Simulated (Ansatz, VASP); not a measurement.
# Two plane-wave programs on BeTe

The input POSCAR:

```
BeTe
1.0
    0.0000000000      2.9700548088      2.9700548088
    2.9700548088      0.0000000000      2.9700548088
    2.9700548088      2.9700548088      0.0000000000
Be Te
1 1
Direct
    0.0000000000      0.0000000000      0.0000000000
    0.2500000000      0.2500000000      0.2500000000
```

INCAR.step1

```
ALGO = Normal ; EDIFF = 1E-4
ENCUT = 520 ; GGA = PE
ISMEAR = 0 ; LASPH = True
LCHARG = False ; LREAL = False
LWAVE = True ; NBANDS = 11
NELM = 60 ; PREC = Accurate
SIGMA = 0.01
```

INCAR.step2

```
ALGO = Normal ; EDIFF = 1E-7
ENCUT = 520 ; ISIF = 2
ISMEAR = 0 ; ISTART = 1
LASPH = True ; LCHARG = False
LMIXTAU = True ; LREAL = False
LWAVE = False ; METAGGA = R2SCAN
NBANDS = 11 ; NELM = 60
PREC = Accurate ; SIGMA = 0.01
```

KPOINTS

```
k-points
0
Gamma
  8 8 8
```

Input for Ansatz:

```yaml
crystal:
  lattice:
    - [0.0, 2.9700548088, 2.9700548088]
    - [2.9700548088, 0.0, 2.9700548088]
    - [2.9700548088, 2.9700548088, 0.0]
  atoms:
    - { symbol: Be, position: [0.0, 0.0, 0.0] }
    - { symbol: Te, position: [0.25, 0.25, 0.25] }
kpoints:
  mp_grid: { grid: [8, 8, 8] }
  band_path:
    path:
      - [0.0, 0.0, 0.0]
      - [-0.5, -0.5, 0.0]
      - [-0.375, -0.375, 0.25]
      - [-0.375, 0.0, 0.375]
      - [0.0, 0.0, 0.5]
      - [-0.5, -0.25, 0.25]
    npoints: 1
hamiltonian:
  xc: r2scan
scf:
  occupations: { method: fixed }
  n_extra_bands: 4
output:
  forces: true
  stress: true
  eigenvalues: true
```

Change from the starting cell: hydrostatic strain +5.0%.

Alike in both runs: task single point; functional r2SCAN; k mesh 8 × 8 × 8; no spin polarisation.

|  | VASP | Ansatz |
| --- | --- | --- |
| version | VASP 6.6.1 | Ansatz 0.2.0 |
| potentials or method | VASP PAW PBE potentials, release 64 (Be, Te) | plane waves, PAW |
| plane-wave cutoff (eV) | 520 | 500 |
| occupations | gaussian, width 0.01 eV | fixed |
| valence electrons in the cell | 8 | 18 |

|  | VASP | Ansatz | Ansatz less VASP |
| --- | --- | --- | --- |
| gap on the k mesh at the Fermi level (eV) | 2.68 | 2.68 | +0.003 |
| pressure (GPa) | -6.5 | -6.5 | -0.02 |

The two sets of potentials don't hold the same shells in valence.

Caveats: the PAW data sets were made with another functional, which shifts forces and pressure a little (VASP); spin-orbit coupling is left out, which moves the levels of the heavy elements. A k mesh can miss the band edges.
